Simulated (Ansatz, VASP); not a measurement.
## Sb: VASP beside Ansatz

```xyz
1
Lattice="3.1621 0.0821 0.0821 0.0821 3.1621 0.0821 0.0821 0.0821 3.1621" Properties=species:S:1:pos:R:3 pbc="T T T"
Sb    0.0000    0.0000    0.0000
```

Alike in both runs: task single point; functional PBEsol; k mesh 16 × 16 × 16; occupations gaussian, width 0.15 eV; no spin polarisation.

|  | VASP | Ansatz |
| --- | --- | --- |
| version | VASP 6.6.1 | Ansatz 0.2.0 |
| potentials or method | VASP PAW PBE potentials, release 64 (Sb) | scalar-relativistic, plane waves, PAW |
| plane-wave cutoff (eV) | 520 | 420 |
| valence electrons in the cell | 5 | 15 |

VASP gave:

| Item | Value |
| --- | --- |
| gap on the k mesh at the Fermi level (eV) | none |
| pressure (GPa) | -4.9 |
| largest component of the traceless stress (GPa) | 0.80 |

Problem. Estimate Ansatz's values.

Solution. gap on the k mesh at the Fermi level (eV): none; pressure (GPa): -4.9; largest component of the traceless stress (GPa): 0.81.

A gap of «none» marks a metal or a gap that the smearing closes. The two sets of potentials don't hold the same shells in valence.

Caveats: the PAW data sets were made with another functional, which shifts forces and pressure a little (VASP). The runs have no spin-orbit coupling, so splittings on Sb are missing.
